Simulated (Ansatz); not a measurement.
Runs of Ansatz 0.2.0 on Te. It takes space group P3_121 (No. 152, trigonal). Conventional cell: a = 4.454 Å, b = 4.454 Å, c = 5.924 Å, α = 90.00°, β = 90.00°, γ = 120.00°. Te (site symmetry 2) is surrounded by 2 Te at 2.86 Å. 

| task | level | cell | k mesh | share of exact exchange | target pressure (GPa) | points for each segment of the path | gap on the mesh (eV) | pressure (GPa) | largest force (eV/Å) |
| --- | --- | --- | --- | --- | --- | --- | --- | --- | --- |
| single point | HSE06 form with a typed share of exact exchange | as given | 4 × 4 × 3 | 0.15 | - | - | 1.07 | 0.5 | 0.12 |
| single point | HSE06 form with a typed share of exact exchange | as given | 4 × 4 × 3 | 0.5 | - | - | 1.86 | (c) | 0.74 |
| relaxation of cell and atoms | PBE | relaxed to 2 GPa | 7 × 7 × 5 | - | 2 | - | 0.50 | 2.0 | - |
| band structure | PBE | as given | 7 × 7 × 5 | - | - | 14 | - | 1.4 | (b) |
| relaxation of cell and atoms | PBE | relaxed | 7 × 7 × 5 | - | 0 | - | (a) | 0.0 | - |

Alike in all rows: potentials or basis Ansatz PAW; no spin polarisation; cutoff (eV) 420; smearing fermi-dirac 0.05 eV.

Q: Estimate the missing entries.

A: (a) 0.62; (b) 0.15; (c) -1.7.

Caveats: spin-orbit coupling is left out, which moves the levels of the heavy elements; odd divisions of the mesh miss points on the zone boundary, where band edges often lie, so the gap on the mesh can be too wide (some runs); the PAW data sets come from PBE, with cores solved anew for the run's functional, which leaves a small shift of forces and pressure (some runs); the thresholds are loose for stress (some runs); the plane-wave basis is chosen anew once the cell has moved, so the energies of steps on either side of that aren't comparable (some runs).

A k mesh can miss the band edges, and the runs leave out spin-orbit coupling on Te.
